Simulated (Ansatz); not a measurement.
# Al(111) / 1 layer Ti(0001) / Al(111): resistance against film thickness

Wanted: interface resistance and thickness dependence for Al(111) / 1 layer Ti(0001) / Al(111).

Method: Ansatz plane-wave DFT, PBE, PAW files; ballistic transport by layer matching (Landauer), zero bias; PAW set soft_1, in the first sound run; inputs show where later runs differ, in Ansatz 0.2.0.

This is a report of a sequence of runs, with most program output left out.

### 1. The starting structure

The cell holds 9 atoms: 8 Al and 1 Ti. Its edges and angles: a = 2.862 Å, b = 2.862 Å, c = 21.185 Å, α = 90.0°, β = 90.0°, γ = 120.0°. It derives from Al and Ti. Regions: lead, 8 atoms (8 Al); films, 1 atom (1 Ti). The structure is stacked along c, and the current runs across the ab planes.

### 2. With 1 layer

The film is laid into the lead at the lead's in-plane lattice, and the cell closes on the lead's own image. The mesh across the current, 30×30, is finer than the density's, because channels open and close sharply across the zone. Energies from -1 to 1 eV in steps of 0.036 eV cover the slope of the Fermi function at 300 K, so the program can form a conductance.

File input.yaml:

```yaml
crystal:
  lattice:
    - [2.862347037, 0.0, 0.0]
    - [-1.4311735185, 2.4788652485, 0.0]
    - [0.0, 0.0, 21.1854679573]
  atoms:
    - { symbol: Al, position: [0.0, 0.0, 0.0551580115] }
    - { symbol: Al, position: [0.3333333333, 0.6666666667, 0.1654740344] }
    - { symbol: Al, position: [0.6666666667, 0.3333333333, 0.2757900573] }
    - { symbol: Al, position: [0.0, 0.0, 0.3861060803] }
    - { symbol: Ti, position: [0.3333333333, 0.6666666667, 0.5] }
    - { symbol: Al, position: [0.6666666667, 0.3333333333, 0.6138939197] }
    - { symbol: Al, position: [0.0, 0.0, 0.7242099427] }
    - { symbol: Al, position: [0.3333333333, 0.6666666667, 0.8345259656] }
    - { symbol: Al, position: [0.6666666667, 0.3333333333, 0.9448419885] }
kpoints:
  mp_grid: { grid: [15, 15, 2] }
hamiltonian:
  xc: pbe
  pseudopotentials: { kind: paw, azcp: { folder: soft_1 } }
scf:
  occupations: { method: fermi_dirac, width: 0.1 }
output:
  transmission: { leads: [[0, 1]], kmesh: [30, 30], e_range: [-1.0, 1.0], de: 0.036 }
  write_potential: true
  write_density: true
  volumetric_format: npy
  elf: true
```

On the command line:

```bash
> ansatz run input.yaml --threads 4 --pin off --max-ram 15360MiB --backend cpu --events-out ev --progress --plain --runs-dir out
```

The job ended after 45 s (4 threads of Intel Xeon Platinum 8488C (Sapphire Rapids), shared host; peak memory 0.58 GiB; 2.8 min of CPU time).

This step gave:

| Quantity | Value |
| --- | --- |
| free energy | -6800.1928 eV |
| energy at zero smearing | -6800.1178 eV |
| Fermi energy | 8.427 eV |
| cell area | 7.095 Å² |
| step of the lead's potential | 8.5 meV |
| ballistic conductance of the lead | 1.47e15 S/m² |
| estimated errors of the lead's conductance | 0, 3.7, 0 % (band edges, k-mesh, distance from neutral) |
| lead conductance per cell | 1.348 G₀ |
| conductance of the junction | 4.79e14 S/m² |
| junction conductance per cell | 0.4391 G₀ |
| estimated errors of the junction's conductance | 0.1, 0, 8, 4.1, 0 % (energy step, band edges, k-mesh, leads' steps, distance from neutral) |
| area resistance that the stack adds (contact term taken off, spin by spin) | 1.406 fΩ m² |

Per spin. The transmission, zone mean by energy, zero at the Fermi level:

energy (eV), transmission, zone mean and a bar from the least value:
```
   -1.000      0.702 ##############################
   -0.928      0.697 #############################
   -0.856      0.677 ###########################
   -0.784      0.644 ########################
   -0.712      0.618 #####################
   -0.676      0.600 ###################
   -0.604      0.593 ##################
   -0.532      0.551 #############
   -0.460      0.514 #########
   -0.388      0.492 #######
   -0.316      0.462 ####
   -0.244      0.445 ##
   -0.172      0.435 #
   -0.100      0.427 
   -0.028      0.443 ##
    0.008      0.439 #
    0.080      0.431 
    0.152      0.448 ##
    0.224      0.485 ######
    0.296      0.496 #######
    0.368      0.538 ############
    0.440      0.495 #######
    0.512      0.511 #########
    0.584      0.529 ###########
    0.620      0.547 #############
    0.656      0.541 ############
    0.692      0.538 ############
    0.764      0.523 ##########
    0.836      0.545 #############
    0.908      0.564 ###############
    0.980      0.604 ###################
```

Per spin. The open channels, zone mean, lead by energy, zero at the Fermi level:

energy (eV), open channels, zone mean, lead and a bar from the least value:
```
   -1.000       1.23 
   -0.964       1.25 ##
   -0.892       1.27 ####
   -0.856       1.27 ####
   -0.784       1.27 ###
   -0.748       1.24 #
   -0.676       1.28 ####
   -0.640       1.28 ####
   -0.568       1.28 ####
   -0.532       1.27 ###
   -0.460       1.27 ###
   -0.424       1.24 #
   -0.352       1.24 #
   -0.316       1.28 ####
   -0.244       1.30 ######
   -0.208       1.30 ######
   -0.136       1.25 #
   -0.100       1.30 ######
   -0.028       1.34 ##########
    0.008       1.35 ###########
    0.080       1.37 #############
    0.116       1.39 ##############
    0.188       1.41 ################
    0.224       1.44 ###################
    0.296       1.44 ###################
    0.332       1.47 ######################
    0.404       1.45 #####################
    0.440       1.45 #####################
    0.512       1.47 ######################
    0.548       1.47 ######################
    0.620       1.49 ########################
    0.656       1.51 ##########################
    0.728       1.47 ######################
    0.764       1.49 ########################
    0.836       1.51 ##########################
    0.872       1.51 ##########################
    0.944       1.55 #############################
    0.980       1.55 ##############################
```

Transmission over k1 and k2. At 0.0080 eV from the Fermi level.

Ten even steps from '0' (0.000) to '9' (0.981), each cell a mean:
```
787233129312228687654497854567
752443129952234364654584257556
424442189988813443344581002754
122221467768763322221383000175
621265544566544544621297310168
878898533222222335888898767778
126986842111011123587991235554
221497942100000001368892124555
623288642100000000124678133566
754415432100000000012346134287
781431632100000000001234614538
778343254310000000000123442447
777433186531000000000124585232
456632149784210000000124979222
145542219969521100001124858941
677776669999743222112223589996
886212589323864433454434578323
177000048312212546797765521222
246600018433244323997899123442
655573138545625443227992134433
776556778445678463321591133348
777632499224777885531297213587
```
Columns: k1 (b1) from -0.5 to 0.467; rows upwards: k2 (b2) from -0.5 to 0.467.

Open channels over k1 and k2. At 0.0080 eV from the Fermi level.

Values, 12 rows by 16 columns, each cell a mean:
```
1.91 1.61 1.95 1.63 1.00 1.32 1.79 1.81 1.79 1.89 2.00 2.00 1.60 1.76 2.00 2.00
1.48 1.99 1.87 1.12 1.00 1.00 1.01 1.41 1.79 1.89 1.65 1.92 1.07 0.21 1.31 2.00
1.40 1.24 1.00 1.00 1.00 1.00 1.00 1.00 1.00 1.00 1.35 1.40 1.36 0.93 0.88 1.79
1.40 1.03 1.00 1.00 1.00 1.00 1.00 1.00 1.00 1.00 1.00 1.00 1.20 1.79 2.00 2.00
1.69 1.67 1.03 1.00 1.00 1.00 1.00 1.00 1.00 1.00 1.00 1.00 1.08 1.75 1.73 2.00
1.91 1.77 1.56 1.00 1.00 1.00 1.00 1.00 1.00 1.00 1.00 1.00 1.00 1.45 1.87 1.81
2.00 1.84 1.95 1.20 1.00 1.00 1.00 1.00 1.00 1.00 1.00 1.00 1.00 1.05 1.65 1.79
1.57 2.00 1.65 1.55 1.00 1.00 1.00 1.00 1.00 1.00 1.00 1.00 1.00 1.00 1.04 1.81
1.59 1.91 1.80 1.69 1.00 1.00 1.00 1.00 1.00 1.00 1.00 1.00 1.00 1.00 1.00 1.00
1.59 1.43 0.25 0.63 1.69 1.59 1.56 1.40 1.00 1.00 1.00 1.00 1.00 1.05 1.43 1.80
1.79 2.00 1.39 0.69 1.79 1.95 1.81 1.81 1.89 1.47 1.13 1.00 1.04 1.73 1.99 1.69
2.00 2.00 1.65 1.71 1.57 1.73 1.84 2.00 1.89 1.79 1.59 1.29 1.20 1.73 1.61 1.91
```
Columns: k1 (b1) from -0.5 to 0.467; rows upwards: k2 (b2) from -0.5 to 0.467.

Valence density in the ca plane at fractional y = 0.667, with atoms of Al and Ti within 0.2 Å of it. It is the smooth field of the valence electrons, not physical close to the nuclei.

Ten steps, logarithmic in the rise over the least value, from '0' (0 e/Å³) to '9' (10 e/Å³), each cell a mean:
```
11111111111111111111111112211111111111111111
11111111111111111111111112211111111111111111
11111111111111111111111123421111111111111111
11111111111111111111111257762111111111111111
11111000111111110111111379984111111101111111
11111000111111100111111379984111111101111111
11111101111111111111111258863111111111111111
11111111111111111111111124431111111111111111
```
Columns run along c (16.0 Å, from fractional 0.07 to 0.82 of the cell), rows up along a (2.9 Å). Atoms in or near the plane, at fractional coordinates: Al at (0.17, 0.33), Ti at (0.50, 0.33).

ELF in the ca plane at fractional y = 0.667, with atoms of Al and Ti within 0.2 Å of it. It is the smooth field of the valence electrons, not physical close to the nuclei.

Ten even steps from '0' (0.08) to '9' (0.74), each cell a mean:
```
66656787656667888765687522124677567888766656
66656787656667888765687532224687567888766656
77767777766777766777875102311478777667777767
87777312677887544578873048850268876445688777
77785030488876422468862289893157875323578885
77785040388876322468861299893157874223578885
87776201587887533578872058961268875434688886
87767766767787766677875103310478877666788767
```
Columns run along c (16.0 Å, from fractional 0.07 to 0.82 of the cell), rows up along a (2.9 Å). Atoms in or near the plane, at fractional coordinates: Al at (0.17, 0.33), Ti at (0.50, 0.33).

Electrostatic potential energy in the ca plane at fractional y = 0.667, with atoms of Al and Ti within 0.2 Å of it. With pseudopotentials it is smooth inside the atoms' cores, unlike the true potential.

Ten even steps from '0' (-28 eV) to '9' (10 eV), each cell a mean:
```
57899988999755789865689998899987567997657899
57899989999755789865689998899987567987557899
78998766899877899877789975578998778998778998
89986565689988999998999730026999889999889986
99985798579999999999999500004899999999999985
99985798579999999999999500004899999999999985
89986575589988999998999720016999999999989986
78998656899877899877899874468998778998778998
```
Columns run along c (16.0 Å, from fractional 0.07 to 0.82 of the cell; values clipped at the 3rd and 97th percentile), rows up along a (2.9 Å). Atoms in or near the plane, at fractional coordinates: Al at (0.17, 0.33), Ti at (0.50, 0.33).

The lead's potential steps by 8.5 meV from period to period, small in itself. The program estimates the junction's conductance to 8 % from the k-mesh, 0 % from the leads' distance from neutral and 4.1 % from their steps.

By hand: 1/G − 1/G_lead = 1/0.4795 − 1/1.472 = 1.41 fΩ m² with G in 10¹⁵ S/m².

### 3. With 3 layers, k-mesh 15×15×1, film layers 3

The stack now holds 3 film layers; the k-mesh follows the cell, and the energies span -0.27 to 0.27 eV.

System of this step: Al(111) / 3 layers Ti(0001) / Al(111). The cell holds 11 atoms: 8 Al and 3 Ti. Cell: a = 2.862 Å, b = 2.862 Å, c = 26.163 Å, α = 90.0°, β = 90.0°, γ = 120.0°. It derives from Al and Ti. Regions: lead, 8 atoms (8 Al); films, 3 atoms (3 Ti). The structure is stacked along c, and the current runs across the ab planes.

File input.yaml:

```yaml
crystal:
  lattice:
    - [2.862347037, 0.0, 0.0]
    - [-1.4311735185, 2.4788652485, 0.0]
    - [0.0, 0.0, 26.1628587651]
  atoms:
    - { symbol: Al, position: [0.0, 0.0, 0.044664396] }
    - { symbol: Al, position: [0.3333333333, 0.6666666667, 0.133993188] }
    - { symbol: Al, position: [0.6666666667, 0.3333333333, 0.22332198] }
    - { symbol: Al, position: [0.0, 0.0, 0.3126507721] }
    - { symbol: Ti, position: [0.3333333333, 0.6666666667, 0.4048767787] }
    - { symbol: Ti, position: [0.6666666667, 0.3333333333, 0.5] }
    - { symbol: Ti, position: [0.3333333333, 0.6666666667, 0.5951232213] }
    - { symbol: Al, position: [0.6666666667, 0.3333333333, 0.6873492279] }
    - { symbol: Al, position: [0.0, 0.0, 0.77667802] }
    - { symbol: Al, position: [0.3333333333, 0.6666666667, 0.866006812] }
    - { symbol: Al, position: [0.6666666667, 0.3333333333, 0.955335604] }
kpoints:
  mp_grid: { grid: [15, 15, 1] }
hamiltonian:
  xc: pbe
  pseudopotentials: { kind: paw, azcp: { folder: soft_1 } }
scf:
  occupations: { method: fermi_dirac, width: 0.1 }
output:
  transmission:
    leads: [[0, 1]]
    kmesh: [30, 30]
    e_range: [-0.27, 0.27]
    de: 0.036
  write_potential: true
  write_density: true
  volumetric_format: npy
```

The job ended after 27 s (4 threads; peak memory 0.6 GiB; 98 s of CPU time).

This step gave:

* free energy: -11799.4615 eV
* energy at zero smearing: -11799.3388 eV
* Fermi energy: 9.277 eV
* step of the lead's potential: 4.9 meV
* estimated errors of the lead's conductance: 0, 3.6, 0.1 % (band edges, k-mesh, distance from neutral)
* lead conductance per cell: 1.347 G₀
* conductance of the junction: 3.57e14 S/m²
* junction conductance per cell: 0.3266 G₀
* estimated errors of the junction's conductance: 0.4, 0, 12.2, 5.2, 1.1 % (energy step, band edges, k-mesh, leads' steps, distance from neutral)
* area resistance that the stack adds (contact term taken off, spin by spin): 2.124 fΩ m²

Per spin. Table of transmission, zone mean by energy, zero at the Fermi level:

| energy (eV) | transmission, zone mean |
| --- | --- |
| -0.270 | 0.396 |
| -0.234 | 0.359 |
| -0.198 | 0.343 |
| -0.162 | 0.321 |
| -0.126 | 0.310 |
| -0.090 | 0.291 |
| -0.054 | 0.295 |
| -0.018 | 0.314 |
| 0.018 | 0.341 |
| 0.054 | 0.352 |
| 0.090 | 0.368 |
| 0.126 | 0.424 |
| 0.162 | 0.448 |
| 0.198 | 0.499 |
| 0.234 | 0.447 |
| 0.270 | 0.416 |

The conductance of the junction is 3.6e14 S/m², 26 % under the 4.8e14 S/m² of the last finished run.

### 4. With 5 layers, k-mesh 15×15×1, film layers 5

The stack now holds 5 film layers; the k-mesh follows the cell, and the energies span -0.27 to 0.27 eV.

System of this step: Al(111) / 5 layers Ti(0001) / Al(111). The cell holds 13 atoms: 8 Al and 5 Ti. Cell: a = 2.862 Å, b = 2.862 Å, c = 31.140 Å, α = 90.0°, β = 90.0°, γ = 120.0°. It derives from Al and Ti. Regions: lead, 8 atoms (8 Al); films, 5 atoms (5 Ti). The structure is stacked along c, and the current runs across the ab planes.

input.yaml, the sections that differ from step 3:

```yaml
crystal:
  lattice:
    - [2.862347037, 0.0, 0.0]
    - [-1.4311735185, 2.4788652485, 0.0]
    - [0.0, 0.0, 31.140249573]
  atoms:
    - { symbol: Al, position: [0.0, 0.0, 0.0375253346] }
    - { symbol: Al, position: [0.3333333333, 0.6666666667, 0.1125760038] }
    - { symbol: Al, position: [0.6666666667, 0.3333333333, 0.187626673] }
    - { symbol: Al, position: [0.0, 0.0, 0.2626773422] }
    - { symbol: Ti, position: [0.3333333333, 0.6666666667, 0.3401621414] }
    - { symbol: Ti, position: [0.6666666667, 0.3333333333, 0.4200810707] }
    - { symbol: Ti, position: [0.3333333333, 0.6666666667, 0.5] }
    - { symbol: Ti, position: [0.6666666667, 0.3333333333, 0.5799189293] }
    - { symbol: Ti, position: [0.3333333333, 0.6666666667, 0.6598378586] }
    - { symbol: Al, position: [0.6666666667, 0.3333333333, 0.7373226578] }
    - { symbol: Al, position: [0.0, 0.0, 0.812373327] }
    - { symbol: Al, position: [0.3333333333, 0.6666666667, 0.8874239962] }
    - { symbol: Al, position: [0.6666666667, 0.3333333333, 0.9624746654] }
# kpoints, hamiltonian, scf, output: as in step 3
```

Run time: 36 s. Hardware: 4 threads; peak memory 0.78 GiB.

This step gave:

```
free energy                                                                : -16798.7443 eV
energy at zero smearing                                                    : -16798.5690 eV
Fermi energy                                                               : 9.877 eV
step of the lead's potential                                               : 8.6 meV
estimated errors of the lead's conductance                                 : 0, 3.7, 0 % (band edges, k-mesh, distance from neutral)
lead conductance per cell                                                  : 1.348 G₀
conductance of the junction                                                : 2.89e14 S/m²
junction conductance per cell                                              : 0.2648 G₀
estimated errors of the junction's conductance                             : 0.8, 0, 10, 16.2, 0.3 % (energy step, band edges, k-mesh, leads' steps, distance from neutral)
area resistance that the stack adds (contact term taken off, spin by spin) : 2.779 fΩ m²
```

Per spin. Table of transmission, zone mean by energy, zero at the Fermi level:

| energy (eV) | transmission, zone mean |
| --- | --- |
| -0.270 | 0.242 |
| -0.234 | 0.216 |
| -0.198 | 0.177 |
| -0.162 | 0.173 |
| -0.126 | 0.179 |
| -0.090 | 0.190 |
| -0.054 | 0.211 |
| -0.018 | 0.224 |
| 0.018 | 0.286 |
| 0.054 | 0.374 |
| 0.090 | 0.321 |
| 0.126 | 0.297 |
| 0.162 | 0.293 |
| 0.198 | 0.316 |
| 0.234 | 0.303 |
| 0.270 | 0.349 |

The conductance of the junction is 2.9e14 S/m², 19 % under the 3.6e14 S/m² of the last finished run, no more than the error estimates, leads' steps apart, of 12 and 10 % together.

### 5. With 7 layers, k-mesh 15×15×1, film layers 7

The stack now holds 7 film layers; the k-mesh follows the cell, and the energies span -0.27 to 0.27 eV.

System of this step: Al(111) / 7 layers Ti(0001) / Al(111). The cell holds 15 atoms: 8 Al and 7 Ti. Cell: a = 2.862 Å, b = 2.862 Å, c = 36.118 Å, α = 90.0°, β = 90.0°, γ = 120.0°. It derives from Al and Ti. Regions: lead, 8 atoms (8 Al); films, 7 atoms (7 Ti). The structure is stacked along c, and the current runs across the ab planes.

input.yaml, the sections that differ from step 4:

```yaml
crystal:
  lattice:
    - [2.862347037, 0.0, 0.0]
    - [-1.4311735185, 2.4788652485, 0.0]
    - [0.0, 0.0, 36.1176403808]
  atoms:
    - { symbol: Al, position: [0.0, 0.0, 0.0323539487] }
    - { symbol: Al, position: [0.3333333333, 0.6666666667, 0.0970618461] }
    - { symbol: Al, position: [0.6666666667, 0.3333333333, 0.1617697436] }
    - { symbol: Al, position: [0.0, 0.0, 0.226477641] }
    - { symbol: Ti, position: [0.3333333333, 0.6666666667, 0.2932842198] }
    - { symbol: Ti, position: [0.6666666667, 0.3333333333, 0.3621894798] }
    - { symbol: Ti, position: [0.3333333333, 0.6666666667, 0.4310947399] }
    - { symbol: Ti, position: [0.6666666667, 0.3333333333, 0.5] }
    - { symbol: Ti, position: [0.3333333333, 0.6666666667, 0.5689052601] }
    - { symbol: Ti, position: [0.6666666667, 0.3333333333, 0.6378105202] }
    - { symbol: Ti, position: [0.3333333333, 0.6666666667, 0.7067157802] }
    - { symbol: Al, position: [0.6666666667, 0.3333333333, 0.773522359] }
    - { symbol: Al, position: [0.0, 0.0, 0.8382302564] }
    - { symbol: Al, position: [0.3333333333, 0.6666666667, 0.9029381539] }
    - { symbol: Al, position: [0.6666666667, 0.3333333333, 0.9676460513] }
# kpoints, hamiltonian, scf, output: as in step 4
```

It took 45 s on 4 threads; peak memory 0.94 GiB; 2.8 min of CPU time.

Numbers from this step:

```
free energy                                                                : -21798.0610 eV
energy at zero smearing                                                    : -21797.8530 eV
Fermi energy                                                               : 10.31 eV
step of the lead's potential                                               : 7.2 meV
lead conductance per cell                                                  : 1.349 G₀
conductance of the junction                                                : 2.49e14 S/m²
junction conductance per cell                                              : 0.2283 G₀
estimated errors of the junction's conductance                             : 2.6, 0, 9.2, 16.9, 0.4 % (energy step, band edges, k-mesh, leads' steps, distance from neutral)
area resistance that the stack adds (contact term taken off, spin by spin) : 3.332 fΩ m²
```

Per spin. The transmission, zone mean by energy, zero at the Fermi level:

| energy (eV) | transmission, zone mean |
| --- | --- |
| -0.270 | 0.200 |
| -0.234 | 0.158 |
| -0.198 | 0.162 |
| -0.162 | 0.155 |
| -0.126 | 0.180 |
| -0.090 | 0.188 |
| -0.054 | 0.229 |
| -0.018 | 0.281 |
| 0.018 | 0.201 |
| 0.054 | 0.179 |
| 0.090 | 0.219 |
| 0.126 | 0.278 |
| 0.162 | 0.270 |
| 0.198 | 0.346 |
| 0.234 | 0.306 |
| 0.270 | 0.321 |

The conductance of the junction is 2.5e14 S/m², 14 % under the 2.9e14 S/m² of the last finished run, no more than the error estimates, leads' steps apart, of 10 and 9.2 % together. The estimate from the leads' steps, 17 %, is larger still.

(Continued in part 2 of 2.)

[Logs are printed without paths, hosts, clocks, repeated set-up lines and the standing remarks that a program may print on its own settings, such as how far it seeks lower states.]

[Hosts, paths, dates, database ids (printed as entryN), source tags and the programs' standing remarks are cut or masked in the printed files.]
